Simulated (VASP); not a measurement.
Calculation: PBE GGA, VASP's PBE PAW potentials (set 64) (plane waves; VASP).

VASP input:

File POSCAR:
```
CsBr
1
    4.2900000000     0.0000000000     0.0000000000
    0.0000000000     4.2900000000     0.0000000000
    0.0000000000     0.0000000000     4.2900000000
Cs Br
1 1
Direct
  0.0000000000   0.0000000000   0.0000000000
  0.5000000000   0.5000000000   0.5000000000
```

INCAR:
```
! general
SYSTEM  = CsBr
PREC    = Accurate
ENCUT   = 400
LREAL   = F
LASPH   = T
NELECT  = 15.9

! electronic loop
EDIFF   = 1E-6
NELM    = 100
ALGO    = Normal
LMAXMIX = 4

! smearing
ISMEAR  = 0
SIGMA   = 0.05

! functional
GGA     = PE

! ions
ISIF    = 2

! output
LWAVE   = F
LCHARG  = F
```

### KPOINTS
```
Automatic mesh
0
Gamma
6 6 6
0 0 0
```

POTCAR, in this order: Cs_sv Br (PBE.64 set). Program: vasp_std.

What VASP printed:

### OUTCAR
```
 ion  position               nearest neighbor table
   1  0.000  0.000  0.000-
   2  0.500  0.500  0.500-
  LATTYP: Found a simple cubic cell.
 ALAT       =     4.2900000000
 Subroutine PRICEL returns:
 Original cell was already a primitive cell.
 Subroutine GETGRP returns: Found 48 space group operations
The static configuration has the point symmetry O_h .
The dynamic configuration has the point symmetry O_h .
 Subroutine INISYM returns: Found 48 space group operations
 Subroutine IBZKPT returns following result:
 Found     20 irreducible k-points:

 Following reciprocal coordinates:
            Coordinates               Weight
  0.000000  0.000000  0.000000      1.000000
  0.166667  0.000000  0.000000      6.000000
  0.333333  0.000000  0.000000      6.000000
  0.500000  0.000000  0.000000      3.000000
  0.166667  0.166667  0.000000     12.000000
  0.333333  0.166667  0.000000     24.000000
  0.500000  0.166667  0.000000     12.000000
  0.333333  0.333333  0.000000     12.000000
  0.500000  0.333333  0.000000     12.000000
  0.500000  0.500000  0.000000      3.000000
  0.166667  0.166667  0.166667      8.000000
  0.333333  0.166667  0.166667     24.000000
  0.500000  0.166667  0.166667     12.000000
  0.333333  0.333333  0.166667     24.000000
  0.500000  0.333333  0.166667     24.000000
  0.500000  0.500000  0.166667      6.000000
  0.333333  0.333333  0.333333      8.000000
  0.500000  0.333333  0.333333     12.000000
  0.500000  0.500000  0.333333      6.000000
  0.500000  0.500000  0.500000      1.000000
   k-points           NKPTS =     20   k-points in BZ     NKDIM =     20   number of bands    NBANDS=     12
   number of dos      NEDOS =    301   number of ions     NIONS =      2
   total plane-waves  NPLWV =  21952
   dimension x,y,z NGX =    28 NGY =   28 NGZ =   28
...
```

**OSZICAR**
```
       N       E                     dE             d eps       ncg     rms          rms(c)
DAV:   1     0.826980213779E+02    0.82698E+02   -0.52905E+03   480   0.852E+02
DAV:   2    -0.560516664364E+00   -0.83259E+02   -0.78814E+02   716   0.166E+02
DAV:   3    -0.608985603215E+01   -0.55293E+01   -0.55075E+01   592   0.486E+01
DAV:   4    -0.613911866155E+01   -0.49263E-01   -0.49218E-01   556   0.561E+00
DAV:   5    -0.613953998484E+01   -0.42132E-03   -0.42127E-03   604   0.501E-01    0.158E+00
DAV:   6    -0.599445446884E+01    0.14509E+00   -0.23119E-01   532   0.261E+00    0.981E-01
DAV:   7    -0.596620894716E+01    0.28246E-01   -0.15124E-01   588   0.203E+00    0.513E-01
DAV:   8    -0.596911399533E+01   -0.29050E-02   -0.11144E-02   548   0.723E-01    0.892E-02
DAV:   9    -0.596906239409E+01    0.51601E-04   -0.24424E-03   568   0.285E-01    0.640E-02
DAV:  10    -0.596914144562E+01   -0.79052E-04   -0.16086E-04   556   0.987E-02    0.170E-02
DAV:  11    -0.596913062206E+01    0.10824E-04   -0.78877E-05   560   0.476E-02    0.489E-03
DAV:  12    -0.596913022467E+01    0.39739E-06   -0.62506E-06   588   0.169E-02
   1 F= -.59691302E+01 E0= -.59672014E+01  d E =-.385759E-02
```

### OUTCAR
```
------------------------ aborting loop because EDIFF is reached ----------------------------------------
  FORCE on cell =-STRESS in cart. coord.  units (eV):
  Direction    XX          YY          ZZ          XY          YZ          ZX
  --------------------------------------------------------------------------------------
  Total        0.0114546      0.0114546      0.0114546      0.0000000      0.0000000      0.0000000
  in kB        0.2324449      0.2324449      0.2324449      0.0000000      0.0000000      0.0000000
  external PRESSURE =       0.2324449 kB  Pullay stress =       0.0000000 kB
  volume of cell :       78.95
      direct lattice vectors                 reciprocal lattice vectors
     4.290000000  0.000000000  0.000000000     0.233100233  0.000000000  0.000000000
     0.000000000  4.290000000  0.000000000     0.000000000  0.233100233  0.000000000
     0.000000000  0.000000000  4.290000000     0.000000000  0.000000000  0.233100233
 POSITION                                       TOTAL-FORCE (eV/Angst)
 -----------------------------------------------------------------------------------
      0.00000      0.00000      0.00000         0.000000      0.000000      0.000000
      2.14500      2.14500      2.14500         0.000000      0.000000      0.000000
 -----------------------------------------------------------------------------------
    total drift:                                0.000000      0.000000      0.000000
  FREE ENERGIE OF THE ION-ELECTRON SYSTEM (eV)
  ---------------------------------------------------
  free  energy   TOTEN  =        -5.9691302247 eV

  energy  without entropy=       -5.9652726312  energy(sigma->0) =       -5.96720143
```
(Selected blocks of OUTCAR.)

The cell is charged, with a uniform compensating background.

The compound is CsBr in the CsCl type structure. The cell was not relaxed at this level. The run is one of a series of settings (NELECT = 15.9 against the base run), some of them coarse on purpose.
